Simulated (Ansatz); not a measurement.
CsI (CsCl type, Pm-3m), PBE (plane waves, PAW; program Ansatz): ε∞ = 3.20, cell volume 101.61 Å³. Infrared-active transverse modes:

```csv
ω_TO (cm⁻¹),oscillator strength S_xx (e²/amu)
46.6,0.02707
```

Compute the static dielectric constant.

Each mode adds (4.921e7/V) S/ω²: 6.05. So ε0 = 9.25.

What LO frequency does the Lyddane–Sachs–Teller relation give?

ω_LO = ω_TO √(ε0/ε∞) = 79 cm⁻¹.

The cell was relaxed with PBE under the symmetry of its start; phonons on a q-mesh show no instability. Spin–orbit coupling is left out wherever it is not named.

Potentials: the later of the program's two PAW sets.
